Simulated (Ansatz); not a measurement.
Reaction (substitution at a C–C bond): `CCCC(C)C` + `OC[SeH]` → `C[Se]CO` + `CCC(C)C`

Program: Ansatz. Geometries: PBE0-D4/def2-TZVP. ΔE: electronic, gas phase. CCSD(T)/CBS adds triple-zeta CCSD(T) − MP2 to the extrapolated MP2 energy (def2 sets, frozen cores). Functionals use def2-TZVPP. B3LYP here is the variant with VWN-RPA as its local correlation; programs differ in this. For Se outer-core shells are correlated without core-valence functions, which leaves a few kJ/mol of doubt a bond. Scalar relativity is left out up to krypton. One conformer a species, not always the lowest.

`CCCC(C)C`:

```xyz
20

C     0.454    1.755    1.544
C     0.472    0.238    1.635
C     0.784   -0.458    0.316
C    -0.183   -0.182   -0.834
C     0.285   -0.898   -2.093
C    -1.612   -0.580   -0.492
H     0.308    2.209    2.527
H    -0.350    2.114    0.896
H     1.396    2.136    1.139
H    -0.486   -0.118    2.027
H     1.224   -0.068    2.371
H     0.817   -1.543    0.484
H     1.793   -0.171   -0.004
H    -0.171    0.895   -1.041
H    -0.367   -0.679   -2.942
H     1.302   -0.602   -2.364
H     0.284   -1.983   -1.944
H    -2.279   -0.407   -1.341
H    -2.005   -0.015    0.356
H    -1.666   -1.644   -0.238
```

`OC[SeH]`:

Cartesian coordinates in Å:
```
O -0.179 -1.367 -0.347
C 0.354 -0.085 -0.407
Se 0.497 0.841 1.328
H -1.053 -1.323 0.051
H -0.199 0.584 -1.070
H 1.377 -0.178 -0.766
H -0.796 1.528 1.211
```

`C[Se]CO`:

Z-matrix (Å, degrees):
```
C
Se 1 1.943
H 1 1.089 2 110.4
H 1 1.088 2 109.2 3 121.8
H 1 1.089 2 107.3 3 -119.4
C 2 1.956 1 96.5 3 -71.8
O 6 1.395 2 114.2 1 -64.0
H 6 1.095 2 104.7 1 171.8
H 6 1.090 2 108.6 1 55.3
H 7 0.962 6 108.1 2 -55.0
```

`CCC(C)C`:

Cartesian coordinates in Å:
```
C 1.589 -1.335 -0.057
C 0.969 0.008 -0.405
C -0.296 0.350 0.379
C -0.744 1.771 0.070
C -1.425 -0.635 0.109
H 0.929 -2.168 -0.310
H 2.527 -1.487 -0.596
H 1.808 -1.400 1.013
H 0.737 0.041 -1.477
H 1.707 0.799 -0.232
H -0.048 0.296 1.448
H -1.627 2.047 0.652
H -1.001 1.874 -0.989
H 0.045 2.495 0.292
H -1.158 -1.655 0.390
H -1.686 -0.638 -0.955
H -2.324 -0.363 0.668
```

Question: Is it downhill or uphill in electronic energy at CCSD(T)/CBS, and by how much? (An estimate is asked.)

Answer: Ansatz gave: Downhill: ΔE = -0.09 eV.

Question: What do these levels give: B3LYP-D4, B2PLYP, r2SCAN, MP2/def2-TZVPP, SCS-MP2/def2-TZVPP, CCSD/def2-TZVPP? (An estimate is asked.)

Answer: The calculation gave: B3LYP-D4 -0.10, B2PLYP -0.12, r2SCAN -0.10, MP2/def2-TZVPP -0.12, SCS-MP2/def2-TZVPP -0.11, CCSD/def2-TZVPP -0.08 eV.

Largest T1 diagnostic among the species: 0.010.
